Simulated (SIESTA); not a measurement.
Runs of SIESTA 5.4.2 on Au. It takes space group Cmcm (No. 63, orthorhombic). Conventional cell: a = 2.823 Å, b = 5.112 Å, c = 4.893 Å, α = 90.00°, β = 90.00°, γ = 90.00°. Around Au (site symmetry m2m) lie 12 Au at 2.82 to 2.97 Å. This isn't the form of Au at room conditions, which is fcc.

```csv
task,level,potentials or basis,gap on the mesh (eV),pressure (GPa),V0 of scaled cells (Å³/atom),B0 (GPa),largest force (eV/Å)
equation of state,LDA,"PseudoDojo 0.4 standard (LDA files), DZP (energy shift 0.003 Ry; two zetas on semicore shells)",-,-,16.77,187,-
band structure,PBEsol,"PseudoDojo 0.4 standard (PBEsol files), DZP (energy shift 0.003 Ry; two zetas on semicore shells)",none,-3.9,-,-,0.04
band structure,LDA,"PseudoDojo 0.4 standard (LDA files), DZP (energy shift 0.003 Ry; two zetas on semicore shells)",none,-8.4,-,-,0.04
equation of state,PBEsol,"PseudoDojo 0.4 standard (PBEsol files), DZP (energy shift 0.003 Ry; two zetas on semicore shells)",-,-,(b),(a),-
```

Alike in all rows: no spin polarisation; cell as given; k mesh 11 × 11 × 6; smearing fermi-dirac 0.05 eV; grid cutoff 800 Ry; energy shift 0.003 Ry.

Fill in the values left out.

(a) 169; (b) 17.22.

Caveats: short orbitals over semicore shells can move pressures by several GPa; the basis of atomic orbitals isn't converged, which shifts pressures, moduli and gaps; the cell was scaled at fixed shape and fractional positions, which overstates the stiffness of a crystal with free parameters, most of all of layers and chains (some runs).

A k mesh can miss the band edges, and the runs leave out spin-orbit coupling on Au.

A gap of «none» marks a metal or a gap under the smearing width.

Not every run made on this cell is shown here.
